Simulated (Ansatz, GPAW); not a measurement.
## One calculation of FeO, 3 ways

```
Fe O
1.0
     1.51882    0.87689    2.51958
    -1.51882    0.87689    2.51958
     0.00000   -1.75378    2.51958
Fe O
1 1
Direct
  0.00000 0.00000 0.00000
  0.50000 0.50000 0.50000
```

Alike in all runs: task single point; functional RPBE; k mesh 11 × 11 × 11; occupations gaussian, width 0.1 eV; collinear spin, ferromagnetic start; no spin-orbit coupling. Pressure is positive in compression and, in plane waves, holds the error of the finite cutoff, which Ansatz's Pulay term estimates and takes out.

```csv
program and potentials,plane-wave cutoff (eV),notes,pressure (GPa),net moment per atom (μB)
"Ansatz, Ansatz PAW",420,"potentials made for PBE, which Ansatz adapts in part; 11 valence electrons an atom on average; Pulay term of +0.60 GPa included",4.30,2.00
"GPAW, the program's PAW data sets (release 1.2.1) made for this functional",800,7 valence electrons an atom on average,5.60,2.00
"Ansatz, all-electron LAPW, scalar-relativistic",-,-,?,?
```

Q: Estimate from the other rows what the run with Ansatz, all-electron LAPW, scalar-relativistic gave.

A: Pressure 4.17 GPa; net moment per atom 2.00 μB. The other rows, which needn't bracket it: pressure 4.30 to 5.60; net moment per atom 2.00.
